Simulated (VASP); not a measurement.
CuI, 2 atoms in the cell. Symmetry: Pm-3m, No. 221, cubic system. Conventional cell: a = 3.556 Å, b = 3.556 Å, c = 3.556 Å, α = 90.00°, β = 90.00°, γ = 90.00°. Cu (site symmetry m-3m) is surrounded by 8 I at 3.08 Å. I (site symmetry m-3m) is surrounded by 8 Cu at 3.08 Å. Measurements of this composition are mostly on another form, of space group No. 216.

| Property | Result |
| --- | --- |
| Program | VASP 6.6.1 |
| Task | single point |
| Functional | PBEsol |
| Potentials or basis | VASP PAW PBE potentials, release 64 (Cu, I) |
| Cutoff | 520 eV |
| k mesh | 6 × 6 × 6 |
| Occupations | gaussian, width 0.05 eV |
| Spin | no spin polarisation |
| Dipole correction | no |
| Further INCAR settings | ALGO = Fast; EDIFF = 1e-06; NBANDS = 16 |

Potentials or basis: VASP PAW PBE potentials, release 64 (Cu, I).

Run with:

```bash
$ cat potpaw_PBE.64/Cu/POTCAR potpaw_PBE.64/I/POTCAR > POTCAR
$ mpirun -np 1 vasp_std > vasp.out
```

Hardware: 1 thread of AMD EPYC 7R13 Processor (Zen 3), on a shared host.

Problem. Estimate the wall time of this run.

Solution. It took 29 s on 1 thread of AMD EPYC 7R13 Processor (Zen 3) (shared host), peak memory 0.12 GiB. Counts: scf iterations 16, k points 20.
